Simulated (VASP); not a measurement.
# Bi (Cmce) in VASP: a series of runs

Runs on Bi. Level: PBEsol. Tasks: single point, relaxation of cell and atoms.

Program: VASP 6.6.1. These are calculated values, not measurements. Logs are shortened: lines on timing, memory, paths and dates and some standing lists are left out, and cuts for length are marked.

## 1. The crystal as given

It takes space group Cmce (No. 64, orthorhombic). The conventional cell has a = 11.080 Å, b = 6.808 Å, c = 6.904 Å, α = 90.00°, β = 90.00°, γ = 90.00°. Around Bi (site symmetry 2) lie 10 Bi at 3.40 to 3.66 Å. Bi (site symmetry m) has 11 Bi at 3.24 to 3.66 Å as nearest neighbours.

This isn't the form of Bi at room conditions, which is rhombohedral.

## 2. Single point, PBEsol

INCAR reads:

```
SYSTEM = Bi
PREC = Accurate
ENCUT = 520
EDIFF = 1E-7
ISMEAR = 0
SIGMA = 0.1
LREAL = .FALSE.
LASPH = .TRUE.
NELM = 100
ALGO = Fast
ISIF = 2
LWAVE = .FALSE.
LCHARG = .TRUE.
GGA = PS
LELF = .TRUE.
LVHAR = .TRUE.
NBANDS = 70
```

KPOINTS reads:

```
Automatic mesh
0
G
  4 4 4
  0 0 0
```

POSCAR reads:

```
Bi
1.0
    5.5400620000     -3.4040555000      0.0000000000
    5.5400620000      3.4040555000      0.0000000000
    0.0000000000      0.0000000000      6.9039310000
Bi
8
Direct
    0.7039960000      0.7039960000      0.5000000000
    0.2039960000      0.2039960000      0.0000000000
    0.2960040000      0.2960040000      0.5000000000
    0.7960040000      0.7960040000      0.0000000000
    0.6668870000      0.3331130000      0.8330330000
    0.3331130000      0.6668870000      0.1669670000
    0.8331130000      0.1668870000      0.3330330000
    0.1668870000      0.8331130000      0.6669670000
```

Potentials or basis: VASP PAW PBE potentials, release 64 (Bi_d).

Run with:

```bash
> cat potpaw_PBE.64/Bi_d/POTCAR > POTCAR
> mpirun -np 1 vasp_std > vasp.out
```

OUTCAR:

```text
SYSTEM = Bi
   PREC = Accurate
   ENCUT = 520
   EDIFF = 1E-7
   ISMEAR = 0
   LREAL = .FALSE.
   LASPH = .TRUE.
   NELM = 100
   ISIF = 2
   GGA = PS

 ion  position               nearest neighbor table
   1  0.704  0.704  0.500-   7 3.40   8 3.40   5 3.42   6 3.42   3 3.55   3 3.55   4 3.60   4 3.60
                             8 3.66   7 3.66
   2  0.204  0.204  0.000-   6 3.40   5 3.40   7 3.42   8 3.42   4 3.55   4 3.55   3 3.60   3 3.60
                             6 3.66   5 3.66
   3  0.296  0.296  0.500-   7 3.40   8 3.40   5 3.42   6 3.42   1 3.55   1 3.55   2 3.60   2 3.60
                             8 3.66   7 3.66
   4  0.796  0.796  0.000-   6 3.40   5 3.40   7 3.42   8 3.42   2 3.55   2 3.55   1 3.60   1 3.60
                             6 3.66   5 3.66
   5  0.667  0.333  0.833-   6 3.24   2 3.40   4 3.40   1 3.42   3 3.42   8 3.59   8 3.59   7 3.63
                             7 3.63   2 3.66   4 3.66
   6  0.333  0.667  0.167-   5 3.24   2 3.40   4 3.40   1 3.42   3 3.42   7 3.59   7 3.59   8 3.63
                             8 3.63   2 3.66   4 3.66
   7  0.833  0.167  0.333-   8 3.24   1 3.40   3 3.40   2 3.42   4 3.42   6 3.59   6 3.59   5 3.63
                             5 3.63   3 3.66   1 3.66
   8  0.167  0.833  0.667-   7 3.24   1 3.40   3 3.40   2 3.42   4 3.42   5 3.59   5 3.59   6 3.63
                             6 3.63   3 3.66   1 3.66

  LATTYP: Found a base centered orthorhombic cell.
 ALAT       =     6.8081110000
 B/A-ratio  =     1.6274887410
 C/A-ratio  =     1.0140743886

  Lattice vectors:

 A1 = (  -5.5400620000,  -3.4040555000,   0.0000000000)
 A2 = (   5.5400620000,  -3.4040555000,   0.0000000000)
 A3 = (   0.0000000000,   0.0000000000,   6.9039310000)

Analysis of symmetry for initial positions (statically):
=====================================================================
 Subroutine PRICEL returns:
 Original cell was already a primitive cell.

 Routine SETGRP: Setting up the symmetry group for a
 base centered orthorhombic supercell.

 Subroutine GETGRP returns: Found  8 space group operations
 (whereof  4 operations were pure point group operations)
 out of a pool of  8 trial point group operations.

The static configuration has the point symmetry C_2h.
 The point group associated with its full space group is D_2h.

Analysis of symmetry for dynamics (positions and initial velocities):
=====================================================================
 Subroutine PRICEL returns:
 Original cell was already a primitive cell.

 Routine SETGRP: Setting up the symmetry group for a
 base centered orthorhombic supercell.

 Subroutine GETGRP returns: Found  8 space group operations
 (whereof  4 operations were pure point group operations)
 out of a pool of  8 trial point group operations.

The dynamic configuration has the point symmetry C_2h.
 The point group associated with its full space group is D_2h.

 Subroutine INISYM returns: Found  8 space group operations
 (whereof  4 operations are pure point group operations),
 and found     1 'primitive' translations

----------------------------------------------------------------------------------------

                                     Primitive cell

  volume of cell :     260.3980

  direct lattice vectors                    reciprocal lattice vectors
     5.540062000 -3.404055500  0.000000000     0.090251698 -0.146883622  0.000000000
     5.540062000  3.404055500  0.000000000     0.090251698  0.146883622  0.000000000
     0.000000000  0.000000000  6.903931000     0.000000000  0.000000000  0.144845017

  length of vectors
     6.502298118  6.502298118  6.903931000     0.172395380  0.172395380  0.144845017

  position of ions in fractional coordinates (direct lattice)
     0.703996000  0.703996000  0.500000000
     0.203996000  0.203996000  0.000000000
     0.296004000  0.296004000  0.500000000
     0.796004000  0.796004000  0.000000000
     0.666887000  0.333113000  0.833033000
     0.333113000  0.666887000  0.166967000
     0.833113000  0.166887000  0.333033000
     0.166887000  0.833113000  0.666967000

  ion indices of the primitive-cell ions
   primitive index   ion index
                 1           1
                 2           2
                 3           3
                 4           4
                 5           5
                 6           6
                 7           7
                 8           8

----------------------------------------------------------------------------------------

 KPOINTS: Automatic mesh

Automatic generation of k-mesh.
 Grid dimensions read from file:
 generate k-points for:    4    4    4

 Generating k-lattice:

  Cartesian coordinates                     Fractional coordinates (reciprocal lattice)
     0.022562924 -0.036720905  0.000000000     0.250000000 -0.000000000  0.000000000
     0.022562924  0.036720905  0.000000000    -0.000000000  0.250000000  0.000000000
     0.000000000  0.000000000  0.036211254     0.000000000  0.000000000  0.250000000

  Length of vectors
     0.043098845  0.043098845  0.036211254

  Shift w.r.t. Gamma in fractional coordinates (k-lattice)
     0.000000000  0.000000000  0.000000000

 Subroutine IBZKPT returns following result:
 ===========================================

 Found     21 irreducible k-points:

 Following reciprocal coordinates:
            Coordinates               Weight
  0.000000  0.000000  0.000000      1.000000
  0.250000  0.000000  0.000000      4.000000
  0.500000  0.000000  0.000000      2.000000
  0.250000  0.250000  0.000000      2.000000
  0.500000  0.250000  0.000000      4.000000
 -0.250000  0.250000  0.000000      2.000000
[... 13 lines left out ...]
 -0.250000  0.250000  0.500000      2.000000
  0.500000  0.500000  0.500000      1.000000
   k-points           NKPTS =     21   k-points in BZ     NKDIM =     21   number of bands    NBANDS=     70
   number of dos      NEDOS =    301   number of ions     NIONS =      8
   total plane-waves  NPLWV = 124416
   dimension x,y,z NGX =    48 NGY =   48 NGZ =   54
   dimension x,y,z NGXF=    96 NGYF=   96 NGZF=  108
   ions per type =               8
   NGX,Y,Z   is equivalent  to a cutoff of  12.27, 12.27, 13.00 a.u.
   NGXF,Y,Z  is equivalent  to a cutoff of  24.54, 24.54, 26.01 a.u.
 SYSTEM =  Bi
   PREC   = accura    normal or accurate (medium, high low for compatibility)
   ISTART =      0    job   : 0-new  1-cont  2-samecut
   ICHARG =      2    charge: 1-file 2-atom 10-const
   ISPIN  =      1    spin polarized calculation?
   LNONCOLLINEAR =      F non collinear calculations
   LSORBIT =      F    spin-orbit coupling
   LASPH  =      T    aspherical Exc in radial PAW
   ENCUT  =  520.0 eV  38.22 Ry    6.18 a.u.  12.09 12.09 12.84*2*pi/ulx,y,z
   NELM   =    100;   NELMIN=  2; NELMDL= -5     # of ELM steps
   EDIFF  = 0.1E-06   stopping-criterion for ELM
   LREAL  =      F    real-space projection
   EDIFFG = 0.1E-05   stopping-criterion for IOM
   NSW    =      0    number of steps for IOM
   IBRION =     -1    ionic relax: 0-MD 1-quasi-New 2-CG
   NFREE  =      0    steps in history (QN), initial steepest desc. (CG)
   ISIF   =      2    stress and relaxation
   ISYM   =      2    0-nonsym 1-usesym 2-fastsym
   POTIM  = 0.5000    time-step for ionic-motion
   TEBEG  =    0.0;   TEEND  =   0.0 temperature during run
   PSTRESS=    0.0 pullay stress
   NELECT =     120.0000    total number of electrons
   NUPDOWN=      -1.0000    fix difference up-down
   EMIN   =  10.00;   EMAX   =-10.00  energy-range for DOS
   EFERMI =   0.00;   METHOD = LEGACY
   ISMEAR =     0;   SIGMA  =   0.10  broadening in eV -4-tet -1-fermi 0-gaus
   EFERMI_NEDOS =   21; number of points for ismear=-14 and -15
   IALGO  =     68    algorithm
   IMIX   =      4    mixing-type and parameters
     AMIX     =   0.40;   BMIX     =  1.00
     AMIX_MAG =   1.60;   BMIX_MAG =  1.00
  volume/ion in A,a.u.               =      32.55       219.66
  Fermi-wavevector in a.u.,A,eV,Ry     =   1.264511  2.389580 21.755560  1.598989
  Thomas-Fermi vector in A             =   2.397813
   LORBIT       =      0    0 simple, 1 ext, 2 COOP (PROOUT), +10 PAW based schemes
   GGA     = PS    functional components
   LHFCALC =     F    Hartree Fock is set to
   AEXX    =    0.0000 exact exchange contribution
   IVDW    =     0    specifies the selected vdW correction
   LEPSILON=     F    determine dielectric tensor
   LRPA    =     F    only Hartree local field effects (RPA)
 non-spin polarized calculation
 RMM-DIIS sequential band-by-band and
 Gauss-broadening in eV      SIGMA  =   0.10
  energy-cutoff  :      520.00
  volume of cell :      260.40
 maximum number of plane-waves:      7038
   NGX = 25   NGY = 25   NGZ = 25

 number of electron     119.9999991 magnetization

 Free energy of the ion-electron system (eV)
  ---------------------------------------------------
  ext. energy  EPLUGINS =         0.00000000
  ---------------------------------------------------
  free energy    TOTEN  =       -33.94356780 eV

  energy without entropy =      -33.92977422  energy(sigma->0) =      -33.93667101

 E-fermi :   7.2571     XC(G=0): -10.1934

 val. band max:        7.1832480243   @ k =   0.2500   0.2500   0.2500
 cond. band min:       7.3124024017   @ k =   0.2500   0.2500   0.2500
 fundamental gap:      0.1291543774
 Fermi energy:         7.2571253668

 k-point     1 :       0.0000    0.0000    0.0000
  band No.  band energies     occupation
      1     -15.7819      2.00000
      2     -15.7813      2.00000
      3     -15.7473      2.00000
      4     -15.7431      2.00000
      5     -15.7420      2.00000
      6     -15.7406      2.00000
[... 62 lines left out ...]
     69      11.4805      0.00000
     70      11.7429      0.00000

 k-point     2 :       0.2500    0.0000    0.0000
  band No.  band energies     occupation
      1     -15.7900      2.00000
      2     -15.7891      2.00000
      3     -15.7464      2.00000
      4     -15.7454      2.00000
      5     -15.7347      2.00000
      6     -15.7343      2.00000
[... 62 lines left out ...]
     69      10.6033      0.00000
     70      11.0847      0.00000

 k-point     3 :       0.5000    0.0000    0.0000
  band No.  band energies     occupation
      1     -15.7962      2.00000
      2     -15.7962      2.00000
      3     -15.7469      2.00000
      4     -15.7469      2.00000
      5     -15.7321      2.00000
      6     -15.7321      2.00000
[... 1303 lines left out ...]
     69       9.8564      0.00000
     70       9.8737      0.00000

 k-point    21 :       0.5000    0.5000    0.5000
  band No.  band energies     occupation
      1     -15.7932      2.00000
      2     -15.7932      2.00000
      3     -15.7490      2.00000
      4     -15.7490      2.00000
      5     -15.7396      2.00000
      6     -15.7396      2.00000
[... 62 lines left out ...]
     69      10.3729      0.00000
     70      10.4030      0.00000

------------------------ aborting loop because EDIFF is reached ----------------------------------------

  FORCE on cell =-STRESS in cart. coord.  units (eV):
  Direction    XX          YY          ZZ          XY          YZ          ZX
  --------------------------------------------------------------------------------------
  -------------------------------------------------------------------------------------
  Total       -3.6204100     -4.4086292     -4.5819704      0.0000000     -0.0000000      0.0000000
  in kB      -22.2756632    -27.1254195    -28.1919533      0.0000000     -0.0000000      0.0000000
  external PRESSURE =     -25.8643453 kB  Pullay stress =       0.0000000 kB

 VOLUME and BASIS-vectors are now :
 -----------------------------------------------------------------------------
  energy-cutoff  :      520.00
  volume of cell :      260.40
      direct lattice vectors                 reciprocal lattice vectors
     5.540062000 -3.404055500  0.000000000     0.090251698 -0.146883622  0.000000000
     5.540062000  3.404055500  0.000000000     0.090251698  0.146883622  0.000000000
     0.000000000  0.000000000  6.903931000     0.000000000  0.000000000  0.144845017

 POSITION                                       TOTAL-FORCE (eV/Angst)
 -----------------------------------------------------------------------------------
      7.80036      0.00000      3.45197        -0.066043      0.000000     -0.000000
      2.26030      0.00000      0.00000        -0.066043      0.000000     -0.000000
      3.27976      0.00000      3.45197         0.066043      0.000000      0.000000
      8.81982      0.00000      0.00000         0.066043      0.000000      0.000000
      5.54006     -1.13619      5.75120         0.000000     -0.011166      0.027754
      5.54006      1.13619      1.15273         0.000000      0.011166     -0.027754
      5.54006     -2.26787      2.29924         0.000000      0.011166      0.027754
      5.54006      2.26787      4.60469         0.000000     -0.011166     -0.027754
 -----------------------------------------------------------------------------------
    total drift:                                0.000000      0.000000     -0.000000

  FREE ENERGIE OF THE ION-ELECTRON SYSTEM (eV)
  ---------------------------------------------------
  free  energy   TOTEN  =       -33.9435678042 eV

  energy  without entropy=      -33.9297742163  energy(sigma->0) =      -33.93667101
```

Run time: 5.8 min. Hardware: 1 thread of AMD EPYC 9R45 (Zen 5), shared host; peak memory 0.45 GiB.

What came out:

```
Free energy            : -33.9436 eV
Pressure               : -2.6 GPa
Largest force          : 0.066 eV/Å
Band gap on the k mesh : none (metal or under the smearing width)
```

Forces in eV/Å, atoms in the order of the input:
```
Bi  -0.066  0.000  0.000
Bi  -0.066  0.000  0.000
Bi   0.066  0.000  0.000
Bi   0.066  0.000  0.000
Bi   0.000 -0.011  0.028
Bi   0.000  0.011 -0.028
Bi   0.000  0.011  0.028
Bi   0.000 -0.011 -0.028
```

Stress tensor (GPa, compression positive):
```
-2.23  0.00  0.00
 0.00 -2.71  0.00
 0.00  0.00 -2.82
```

Caveat: the PAW data sets were made with another functional, which shifts forces and pressure a little; spin-orbit coupling is left out, which moves the levels of the heavy elements.

## 3. Single point, PBEsol

This run uses another cell than the first one, of 30.82 Å³/atom, 0.947 times its volume.

INCAR reads:

```
SYSTEM = Bi
  ALGO = Normal
  EDIFF = 1E-6
  ENCUT = 520
  GGA = PS
  ISIF = 2
  ISMEAR = 0
  LASPH = .True.
  LCHARG = .True.
  LELF = .True.
  LREAL = .False.
  LVHAR = .True.
  LWAVE = .False.
  NBANDS = 70
  NELM = 60
  PREC = Accurate
  SIGMA = 0.1
```

KPOINTS reads:

```
k-points
0
Gamma
  8 8 6
  0 0 0
```

POSCAR reads:

```
Bi
1.0
    5.6341645660     -3.3292779815      0.0000000000
    5.6341645660      3.3292779815      0.0000000000
    0.0000000000      0.0000000000      6.5720683860
Bi
8
Direct
    0.7063614560      0.7063614560      0.5000000000
    0.2063614560      0.2063614560      0.0000000000
    0.2936385440      0.2936385440      0.5000000000
    0.7936385440      0.7936385440      0.0000000000
    0.6765804829      0.3234195171      0.8305206587
    0.3234195171      0.6765804829      0.1694793413
    0.8234195171      0.1765804829      0.3305206587
    0.1765804829      0.8234195171      0.6694793413
```

Potentials or basis: VASP PAW PBE potentials, release 64 (Bi_d).

Run with:

```bash
> cat potpaw_PBE.64/Bi_d/POTCAR > POTCAR
> mpirun -np 1 vasp_std > vasp.out
```

It took 15 min on 1 thread of AMD EPYC 9R45 (Zen 5), shared host; peak memory 0.95 GiB.

The run converged. Its results:

- Free energy: -34.1137 eV
- Pressure: -0.1 GPa
- Largest force: 0.004 eV/Å
- Band gap on the k mesh: none (metal or under the smearing width)

Forces on the atoms (eV/Å):
```
Bi  -0.001  0.000  0.000
Bi  -0.001  0.000  0.000
Bi   0.001  0.000  0.000
Bi   0.001  0.000  0.000
Bi   0.000 -0.003  0.002
Bi   0.000  0.003 -0.002
Bi   0.000  0.003  0.002
Bi   0.000 -0.003 -0.002
```

Levels at points of the mesh, in eV from the Fermi level:
```tsv
k point	band 58	band 59	band 60	band 61	band 62	band 63
(0.00, 0.00, 0.00)	-2.25	-2.08	-1.11	0.71	2.13	2.34
(0.50, 0.00, 0.00)	-0.84	-0.29	-0.29	0.56	0.56	0.99
(0.50, 0.50, 0.00)	-0.58	-0.30	-0.08	0.10	0.28	1.24
(0.00, 0.00, 0.50)	0.42	0.67	0.67	0.73	0.73	1.34
(0.50, 0.00, 0.50)	-1.75	-0.55	-0.55	-0.42	-0.42	0.91
(0.50, 0.50, 0.50)	-1.52	-0.81	-0.81	-0.25	-0.25	0.96
```

Caveat: the PAW data sets were made with another functional, which shifts forces and pressure a little; spin-orbit coupling is left out, which moves the levels of the heavy elements.

[end of part 1 of 2]
